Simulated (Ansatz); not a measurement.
## SiC: random displacements

These are results of DFT PBE, scalar-relativistic, plane waves, PAW (Ansatz), not measurements. The runs took a 420 eV cutoff, a Γ-centred 12×12×6 mesh and Gaussian smearing (0.05 eV). No spin polarisation. Energies are free energies at this smearing, counted from the undisturbed cell; pressure is positive in compression.

Zero of the scan (relaxed at this level):

```
Si C
1.0
     3.09177    0.00000    0.00000
    -1.54588    2.67755    0.00000
     0.00000    0.00000    5.07402
Si C
2 2
Direct
  0.33333 0.66667 0.00456
  0.66667 0.33333 0.50456
  0.33333 0.66667 0.38044
  0.66667 0.33333 0.88044
```

The atoms are displaced (Å, in the unstrained cell):

| atom | ux | uy | uz |
| --- | --- | --- | --- |
| Si1 | -0.069 | -0.083 | 0.053 |
| Si2 | 0.198 | -0.249 | 0.038 |
| C3 | -0.093 | 0.178 | -0.170 |
| C4 | -0.036 | 0.154 | 0.080 |

Strain (Voigt, engineering shear): (0.0057, 0.0095, 0.0643, 0.0136, 0.0546, -0.0035).

Task: What are the energy change, the stress and the forces?

Result: ΔE = 617.9 meV/atom; stress (xx, yy, zz, yz, xz, xy; compression positive) (6.81, 3.14, -13.61, 8.01, 1.18, -0.77) GPa; gap on the mesh 0.17 eV.
| atom | Fx (eV/Å) | Fy | Fz |
| --- | --- | --- | --- |
| Si1 | 0.32 | 2.75 | -0.61 |
| Si2 | 0.16 | 5.66 | 1.34 |
| C3 | -0.73 | -5.08 | 1.58 |
| C4 | 0.25 | -3.33 | -2.31 |

Cost: 1 run of about 0.18 core-minutes, on Intel Xeon 6975P-C (Granite Rapids) (shared hosts).